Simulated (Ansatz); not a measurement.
The system is As.

```
As
1.0
     2.70368    0.00000    0.00000
     0.00000    2.70368    0.00000
     0.00000    0.00000    2.70368
As
1
Cartesian
  1.3518 1.3518 1.3518
```

This isn't the form of As at room conditions, which is rhombohedral.

Base run:

* Program: Ansatz 0.2.0
* Functional: LDA
* Potentials or basis: Ansatz PAW
* Cutoff: 420 eV (not typed: the program's choice for these potentials)
* k mesh: 7 × 7 × 7
* Occupations: fermi-dirac, width 0.05 eV
* Spin: spin-orbit coupling, no magnetisation

Its results: band gap on the k mesh none (metal or under the smearing width); pressure -2.8 GPa.

Task: The run is repeated on the same cell with these changes: functional from LDA to PBEsol. What comes out?

Result: Band gap on the k mesh none (metal or under the smearing width); pressure -1.2 GPa.

PBEsol binds less tightly than LDA, so the same cell stands under more pressure.

Caveats: the PAW data sets come from PBE, with cores solved anew for the run's functional, which leaves a small shift of forces and pressure.
